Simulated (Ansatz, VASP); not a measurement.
**SnTe: VASP beside Ansatz**

```
Te Sn
1.0
     0.00000    3.15085    3.15085
     3.15085    0.00000    3.15085
     3.15085    3.15085    0.00000
Te Sn
1 1
Cartesian
  3.1509 3.1509 3.1509
  0.0000 0.0000 0.0000
```

Alike in both runs: task relaxation of cell and atoms; functional PBE; dispersion D3(BJ); k mesh 7 × 7 × 7; occupations fermi-dirac, width 0.05 eV; no spin polarisation.

```csv
,VASP,Ansatz
version,VASP 6.6.1,Ansatz 0.2.0
potentials or method,"VASP PAW PBE potentials, release 64 (Te, Sn_d)",Ansatz PAW
plane-wave cutoff (eV),600,420
valence electrons in the cell,20,30
```

VASP gave:

| Item | Value |
| --- | --- |
| relaxed volume (Å³/atom) | 31.28 |
| relaxed cell length with the largest relative difference (Å) | 4.456 |

Q: What did Ansatz give for the same quantities?

A: Relaxed volume (Å³/atom): 31.37; relaxed cell length with the largest relative difference (Å): 4.460.

The two sets of potentials don't hold the same shells in valence.

Caveats: the relaxation stopped at its first step, so nothing moved (VASP); the plane-wave basis is chosen anew once the cell has moved, so the energies of steps on either side of that aren't comparable (Ansatz). Spin-orbit coupling is left out, which matters for the levels of Te.
